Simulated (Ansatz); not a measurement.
Take NaBr in the rock salt structure (space group Fm-3m, No. 225; a = 6.036 Å) as the base. Axes: x, y, z lie along the cube axes.

Structures relaxed with plane-wave PAW DFT at the PBE level (Ansatz, a program for electronic structure, 420 eV), no SOC.

Base:

Simulated powder pattern, Cu Kα1, λ = 1.54056 Å (kinematic, ideal powder, no thermal factors, no anomalous dispersion; the 8 strongest lines at most, above 2 %, up to 2θ = 90°):

| 2θ (°) | I/Imax (%) | hkl |
|---|---|---|
| 25.54 | 57 | (111) |
| 29.57 | 100 | (200) |
| 42.32 | 73 | (220) |
| 50.08 | 26 | (311) |
| 52.47 | 25 | (222) |
| 61.39 | 12 | (400) |
| 69.60 | 31 | (420) |
| 77.39 | 23 | (422) |

After one change:

Simulated powder pattern, Cu Kα1, λ = 1.54056 Å (kinematic, ideal powder, no thermal factors, no anomalous dispersion; the 8 strongest lines at most, above 2 %, up to 2θ = 90°):

```json
[
 {"2θ (°)": "25.46", "I/Imax (%)": "84"},
 {"2θ (°)": "29.39", "I/Imax (%)": "100"},
 {"2θ (°)": "29.67", "I/Imax (%)": "49"},
 {"2θ (°)": "42.05", "I/Imax (%)": "37"},
 {"2θ (°)": "42.25", "I/Imax (%)": "72"},
 {"2θ (°)": "49.80", "I/Imax (%)": "26"},
 {"2θ (°)": "52.30", "I/Imax (%)": "38"},
 {"2θ (°)": "76.98", "I/Imax (%)": "23"}
]
```

**Question.** Which of these changes matches the shifts?
(A) biaxial strain +0.61 %, plane normal [001], relaxed out of plane
(B) biaxial strain +3.71 %, plane normal [111], relaxed out of plane
(C) biaxial strain +1.59 %, plane normal [110], relaxed out of plane
(D) tensor shear ε_xz = −3.73 %

**Answer.** A, biaxial strain +0.61 %, plane normal [001], relaxed out of plane. Its volume per atom is 27.74 Å³ against 27.49 Å³, and its space group is I4/mmm (No. 139).

A biaxial case was relaxed in a doubled cell and then solved in the primitive one. Stability against distortions was not tested.
